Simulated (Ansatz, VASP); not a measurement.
**Two plane-wave programs on BiH3**

```
CELL_PARAMETERS angstrom
4.30497 0.00000 0.00000
0.00000 4.30497 0.00000
0.00000 0.00000 4.30497
ATOMIC_POSITIONS crystal
Bi 0.00000 0.00000 0.00000
Bi 0.50000 0.50000 0.50000
H 0.25000 0.00000 0.50000
H 0.50000 0.75000 0.00000
H 0.75000 0.00000 0.50000
H 0.50000 0.25000 0.00000
H 0.00000 0.50000 0.75000
H 0.00000 0.50000 0.25000
```

Change from the starting cell: species swapped into the SiMo3 type (Pm-3n, No. 223).

Alike in both runs: functional PBE; k mesh 10 × 10 × 10; occupations gaussian, width 0.1 eV; no spin polarisation.

Ansatz relaxed the structure, and its values are those at the end. VASP's run is a single point on that final structure, the one shown.

|  | VASP | Ansatz |
| --- | --- | --- |
| version | VASP 6.6.1 | Ansatz 0.2.0 |
| potentials or method | VASP PAW PBE potentials, release 64 (Bi_d, H) | scalar-relativistic, plane waves, PAW |
| plane-wave cutoff (eV) | 520 | 420 |
| valence electrons in the cell | 36 | 36 |

Ansatz gave:

* gap on the k mesh at the Fermi level (eV): none
* pressure (GPa): 0.0

Q: Estimate VASP's values.

A: gap on the k mesh at the Fermi level (eV): none; pressure (GPa): -0.1.

A gap of «none» marks a metal or a gap that the smearing closes. With one functional, cell and mesh, what is left measures potentials, basis and numerics.

Caveats: spin-orbit coupling is left out, which moves the levels of the heavy elements.
